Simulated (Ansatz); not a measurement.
# Li2S (fluorite type): the cost of one run

Computed with Ansatz 0.2.0 (DFT LDA, with the methods named in each step, unless a step's input says otherwise).

2 further runs of the same task are left out: 2 that didn't finish.

**1. The structure to begin with**

Symmetry: Fm-3m, No. 225, cubic system. The conventional cell has a = 5.567 Å, b = 5.567 Å, c = 5.567 Å, α = 90.00°, β = 90.00°, γ = 90.00°. Around S (site symmetry m-3m) lie 8 Li at 2.41 Å. Around Li (site symmetry -43m) lie 4 S at 2.41 Å.

Structure file:

```
S Li
1.0
     0.00000    2.78344   -2.78344
    -2.78344    0.00000    2.78344
     5.56687    5.56687    5.56687
S Li
3 6
Direct
  0.00000 0.00000 0.00000
  0.33333 0.66667 0.33333
  0.66667 0.33333 0.66667
  0.00000 0.00000 0.25000
  0.33333 0.66667 0.58333
  0.66667 0.33333 0.91667
  0.33333 0.66667 0.08333
  0.66667 0.33333 0.41667
  0.00000 0.00000 0.75000
```

Atoms are numbered in the order of the input: S1, S2, S3, Li4, Li5, Li6, Li7, Li8, Li9.

**2. Bulk in the slab's orientation, LAPW**

File input.yaml:

```yaml
crystal:
  lattice:
    - [0.0, 2.7834351075, -2.7834351075]
    - [-2.7834351075, 0.0, 2.7834351075]
    - [5.5668702151, 5.5668702151, 5.5668702151]
  atoms:
    - { symbol: S, position: [0.0, 0.0, 0.0] }
    - { symbol: S, position: [0.333333333, 0.666666667, 0.333333333] }
    - { symbol: S, position: [0.666666667, 0.333333333, 0.666666667] }
    - { symbol: Li, position: [0.0, 0.0, 0.25] }
    - { symbol: Li, position: [0.333333333, 0.666666667, 0.583333333] }
    - { symbol: Li, position: [0.666666667, 0.333333333, 0.916666667] }
    - { symbol: Li, position: [0.333333333, 0.666666667, 0.083333333] }
    - { symbol: Li, position: [0.666666667, 0.333333333, 0.416666667] }
    - { symbol: Li, position: [0.0, 0.0, 0.75] }
kpoints:
  mp_grid: { grid: [8, 8, 3] }
scf:
  occupations: { method: fermi_dirac, width: 0.02 }
hamiltonian:
  xc: lda
  pseudopotentials: { kind: all_electron, lapw: { basis_error: 0.001 } }
output:
  forces: true
  stress: true
  eigenvalues: true
```

Command:

```bash
$ ansatz run input.yaml --threads 3 --pin off --max-ram 8192MiB --backend cpu --events-out ev --progress --plain --runs-dir out
```

**Question.** How long does this run take on 3 threads of Intel Xeon Platinum 8488C (Sapphire Rapids), shared host, and how much memory does it need?

About 4 s, with a peak of 0.45 GiB.
